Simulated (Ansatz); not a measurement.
Given:

```xyz
2
Lattice="0.0000 2.5000 2.4752 2.5000 0.0000 2.4752 2.5000 2.5000 0.0000" Properties=species:S:1:pos:R:3 pbc="T T T"
N      3.7499     3.7499     3.7128
In     0.0000     0.0000     0.0000
```

No spin polarisation.

Level of theory: Ansatz (a quantum-chemistry and plane-wave program), r2SCAN, PAW, cutoff 500 eV, no spin-orbit coupling, earlier PAW set. Settings: 11×11×11 k-points, 0.05 eV Fermi–Dirac smearing.

Task: Predict the pressure and space group.

Result: Pressure (mean of the normal stresses, compression positive): 1.4 GPa
Space group: I-4m2 (No. 119)

The cells carry an imposed strain or load. Whether these cells are dynamically stable was not tested. The final runs are not spin-polarised. The cell was made from InN in the zinc blende structure (space group F-43m, No. 216) by this change: uniaxial strain ε_zz = −0.99 %. This is not the structure that InN has at room temperature and ambient pressure.
